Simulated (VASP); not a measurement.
Computed with PBE GGA, VASP's PBE PAW potentials (set 64) (plane waves; VASP).

VASP ran on this input.

POSCAR:
```
CsCl
1
    3.6281837222     0.0000000000    -0.0000000000
    0.0000000000     3.6281837222     0.0000000000
    0.0000000000     0.0000000000     3.6281837222
Cs Cl
1 1
Direct
  0.0000000000   0.0000000000   0.0000000000
  0.5000000000   0.5000000000   0.5000000000
```

INCAR:
```
! general
SYSTEM   =  CsCl
PREC     =  Accurate
ENCUT    =  500
LREAL    =  .False.
LASPH    =  .True.

! electronic loop
EDIFF    =  1E-6
NELM     =  100
ALGO     =  Normal
LMAXMIX  =  4

! smearing
ISMEAR   =  0
SIGMA    =  0.05

! functional
GGA      =  PE

! ions
IBRION   =  2
NSW      =  40
ISIF     =  3
EDIFFG   =  -0.02
PSTRESS  =  200

! output
LWAVE    =  .False.
LCHARG   =  .False.
```

File KPOINTS:
```
Regular mesh
0
gamma
  7 7 7
0 0 0
```

POTCAR, in this order: Cs_sv Cl (PBE.64 set). Program: vasp_std.

Output

File OSZICAR:
```
       N       E                     dE             d eps       ncg     rms          rms(c)
DAV:   1     0.929104849782E+02    0.92910E+02   -0.75160E+03   480   0.118E+03
DAV:   2    -0.967115946597E+00   -0.93878E+02   -0.87189E+02   760   0.200E+02
DAV:   3    -0.578055213010E+01   -0.48134E+01   -0.47933E+01   604   0.503E+01
DAV:   4    -0.581965280603E+01   -0.39101E-01   -0.39086E-01   560   0.552E+00
DAV:   5    -0.582019234165E+01   -0.53954E-03   -0.53950E-03   608   0.629E-01    0.354E+00
DAV:   6    -0.549872805026E+01    0.32146E+00   -0.56349E-01   532   0.553E+00    0.222E+00
DAV:   7    -0.546488730759E+01    0.33841E-01   -0.21270E-01   604   0.316E+00    0.127E+00
DAV:   8    -0.546625540303E+01   -0.13681E-02   -0.17749E-02   564   0.106E+00    0.114E-01
DAV:   9    -0.546590123979E+01    0.35416E-03   -0.13776E-03   576   0.272E-01    0.644E-02
DAV:  10    -0.546596836795E+01   -0.67128E-04   -0.25361E-04   580   0.128E-01    0.207E-02
DAV:  11    -0.546597169692E+01   -0.33290E-05   -0.34472E-05   580   0.456E-02    0.899E-03
DAV:  12    -0.546597086415E+01    0.83277E-06   -0.37961E-06   576   0.168E-02
   1 F= 0.49596397E+00 E0= 0.49596397E+00  d E =0.495964E+00
```

### OUTCAR
```
------------------------ aborting loop because EDIFF is reached ----------------------------------------
  FORCE on cell =-STRESS in cart. coord.  units (eV):
  Direction    XX          YY          ZZ          XY          YZ          ZX
  --------------------------------------------------------------------------------------
  Total        5.9510410      5.9510410      5.9510410     -0.0000000      0.0000000     -0.0000000
  in kB      199.6345537    199.6345537    199.6345537     -0.0000000      0.0000000     -0.0000000
  external PRESSURE =      -0.3654463 kB  Pullay stress =     200.0000000 kB
  volume of cell :       47.76
      direct lattice vectors                 reciprocal lattice vectors
     3.628183722  0.000000000  0.000000000     0.275620001  0.000000000  0.000000000
     0.000000000  3.628183722  0.000000000     0.000000000  0.275620001  0.000000000
     0.000000000  0.000000000  3.628183722     0.000000000  0.000000000  0.275620001
 POSITION                                       TOTAL-FORCE (eV/Angst)
 -----------------------------------------------------------------------------------
      0.00000      0.00000      0.00000         0.000000      0.000000      0.000000
      1.81409      1.81409      1.81409         0.000000      0.000000      0.000000
 -----------------------------------------------------------------------------------
    total drift:                                0.000000      0.000000      0.000000
  FREE ENERGIE OF THE ION-ELECTRON SYSTEM (eV)
  ---------------------------------------------------
  free  energy   TOTEN  =        -5.4659708642 eV

  energy  without entropy=       -5.4659708642  energy(sigma->0) =       -5.46597086
  enthalpy is  TOTEN    =         0.4959639718 eV   P V=        5.9619348360

 reached required accuracy - stopping structural energy minimisation
```
(Selected blocks of OUTCAR.)

The compound is CsCl in the CsCl type structure. It was relaxed first under an external pressure of 20 GPa.
